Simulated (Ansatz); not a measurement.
# TiO2: the cost of one run

Method: DFT, PBE, plane-wave PAW, default files, scalar-relativistic, as far as a step names no other, in Ansatz 0.2.0.

1 further run of the same task is left out (it didn't finish).

## Step 1: Starting point

The structure is tetragonal, space group I4/m (No. 87). Conventional cell: a = 10.195 Å, b = 10.195 Å, c = 2.967 Å, α = 90.00°, β = 90.00°, γ = 90.00°. Ti (site symmetry m) is surrounded by 6 O at 1.89 to 2.06 Å. O (site symmetry m) is surrounded by 3 Ti at 1.89 to 2.01 Å. O (site symmetry m) is surrounded by 3 Ti at 1.92 to 2.06 Å.

Coordinates:

```
Ti O
1.0
    -5.09744    5.09744    1.48372
     5.09744   -5.09744    1.48372
     5.09744    5.09744   -1.48372
Ti O
4 8
Direct
  0.64445 0.17259 0.81704
  0.17259 0.35555 0.52813
  0.82741 0.64445 0.47187
  0.35555 0.82741 0.18296
  0.83626 0.45898 0.29525
  0.45898 0.16374 0.62272
  0.54102 0.83626 0.37728
  0.16374 0.54102 0.70475
  0.15661 0.79096 0.94757
  0.79096 0.84339 0.63436
  0.84339 0.20904 0.05243
  0.20904 0.15661 0.36564
```

## Step 2: Single point at the given positions

Input file input.yaml:

```yaml
crystal:
  lattice:
    - [-5.097444405, 5.097444405, 1.48372277]
    - [5.097444405, -5.097444405, 1.48372277]
    - [5.097444405, 5.097444405, -1.48372277]
  atoms:
    - { symbol: Ti, position: [0.64445292, 0.17258691, 0.81703983] }
    - { symbol: Ti, position: [0.17258691, 0.35554708, 0.52813399] }
    - { symbol: Ti, position: [0.82741309, 0.64445292, 0.47186601] }
    - { symbol: Ti, position: [0.35554708, 0.82741309, 0.18296017] }
    - { symbol: O, position: [0.83626247, 0.45898473, 0.2952472] }
    - { symbol: O, position: [0.45898473, 0.16373753, 0.62272226] }
    - { symbol: O, position: [0.54101527, 0.83626247, 0.37727774] }
    - { symbol: O, position: [0.16373753, 0.54101527, 0.7047528] }
    - { symbol: O, position: [0.15660689, 0.79096421, 0.9475711] }
    - { symbol: O, position: [0.79096421, 0.84339311, 0.63435732] }
    - { symbol: O, position: [0.84339311, 0.20903579, 0.0524289] }
    - { symbol: O, position: [0.20903579, 0.15660689, 0.36564268] }
kpoints:
  mp_grid: { grid: [8, 8, 8] }
scf:
  occupations: { method: fermi_dirac, width: 0.02 }
hamiltonian:
  xc: pbe
  pseudopotentials: { kind: paw }
output:
  forces: true
  stress: true
  populations: true
  efg:
    quadrupole_moments_barn: { Ti: 0.247, O: -0.02558 }
    contact_densities: true
```

The run is started by

```
> ansatz run input.yaml --threads 1 --pin off --max-ram 2560MiB --backend cpu --events-out ev --progress --plain --runs-dir out
```

What time and memory should one allow on 1 thread of Intel Xeon 6975P-C (Granite Rapids), shared host?

About 26 s, with a peak of 0.78 GiB.
